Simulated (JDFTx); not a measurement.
Si in JDFTx: convergence with cutoff

Crystal: Si.

```
Si
1.0
     0.00000    2.72185    2.72185
     2.72185    0.00000    2.72185
     2.72185    2.72185    0.00000
Si
2
Direct
  0.50000 0.50000 0.50000
  0.75000 0.75000 0.75000
```

* Program: JDFTx 1.7.0 (patched build)
* Task: convergence study
* Functional: PBEsol
* Potentials or basis: PseudoDojo-SR-PBEsol-0.4.1-standard
* Cutoff: 190 eV
* Density cutoff: 1524 eV
* k mesh: 8 × 8 × 8
* Occupations: fermi-dirac, width 0.05 eV
* Spin: no spin polarisation

These are the settings of the first run; the series varies cutoff, with any setting tied to it.

Hardware: 1 thread of Intel(R) Xeon(R) Platinum 8259CL CPU @ 2.50GHz (Skylake/Cascade Lake) (shared host).

The values tried are 190.48 eV, 244.902 eV, 299.325 eV, 353.748 eV, 380.959 eV, 435.382 eV, 489.805 eV, 571.439 eV, 653.073 eV, loosest first. From which on does the energy stay within 1 meV/atom of the tightest run that finished?

From 435.382 eV on.

```csv
cutoff,"energy less the tightest run, at zero smearing (meV/atom)",pressure (GPa),gap on the mesh (eV),SCF cycles,CPU time (s),peak memory (GiB)
190.48 eV,118.82,-3.89,0.557,10,3.9,0.04
244.902 eV,27.51,-1.50,0.529,11,4.8,0.04
299.325 eV,6.74,-0.78,0.521,12,8.9,0.04
353.748 eV,3.06,-0.66,0.519,12,10,0.05
380.959 eV,2.23,-0.67,0.519,13,14,0.05
435.382 eV,0.85,-0.66,0.518,13,15,0.06
489.805 eV,0.27,-0.64,0.518,13,16,0.06
571.439 eV,0.03,-0.63,0.518,13,18,0.08
653.073 eV,0.00,-0.63,0.518,13,29,0.08
```

Against the tightest run, the pressure stays within 0.1 GPa from 353.748 eV on; the gap on the mesh stays within 0.01 eV from 299.325 eV on. The tightest run that finished is the yardstick and may itself not be fully converged.

Caveat, for the tightest run too: the empty levels aren't tightly converged.
